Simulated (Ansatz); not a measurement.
**MnO under changes of volume**

One of the cells (10.999 Å³/atom); the others are scaled copies at fixed shape and fractional positions:

```xyz
2
Lattice="0.0000 2.2239 2.2239 2.2239 0.0000 2.2239 2.2239 2.2239 0.0000" Properties=species:S:1:pos:R:3 pbc="T T T"
Mn    0.0000    0.0000    0.0000
O     2.2239    2.2239    2.2239
```

The cell is a database's computed one.

| Item | Value |
| --- | --- |
| Program | Ansatz 0.2.0 |
| Functional | r2SCAN |
| Potentials or basis | Ansatz PAW |
| Cutoff | 500 eV (not typed: the program's choice for these potentials) |
| k mesh | 10 × 10 × 10 |
| Occupations | fermi-dirac, width 0.05 eV |
| Spin | collinear spin, ferromagnetic start |
| Starting moments | [4.0, 0.0] μB |

```csv
volume (Å³/atom),energy over the lowest point (meV/atom),pressure (GPa),moment (μB per cell)
10.339,23.66,11.3,4.97
10.559,?,?,?
10.779,2.79,3.7,4.99
10.999,0.00,0.3,5.00
11.219,1.78,-2.9,5.00
11.439,7.76,-5.8,5.00
11.659,17.49,-8.4,5.00
```

Q: What does the run at 10.559 Å³/atom give?

A: Energy over the lowest point 10.56 meV/atom; pressure 7.4 GPa; moment 4.98 μB per cell.

Worked out: A Birch-Murnaghan fit of order 3 (a polynomial in V^(-2/3)) to the other rows has its minimum at 11.02 Å³/atom with B0 = V·E''(V) = 164 GPa and B' = 3.4. It gives 10.51 meV/atom at 10.559 Å³/atom, against the run's 10.56, and -dE/dV = 7.5 GPa, against 7.4. A parabola through the other rows of the moment, of slope 0.0481 μB per Å³/atom there, gives 4.98 μB, against the run's 4.98.

Energies are extrapolated to zero smearing.

Caveats: the magnetic or orbital state may not be the lowest; a cell with one magnetic atom can't hold antiferromagnetic order, which such compounds often take; the PAW data sets come from PBE, with cores solved anew for the run's functional, which leaves a small shift of forces and pressure.
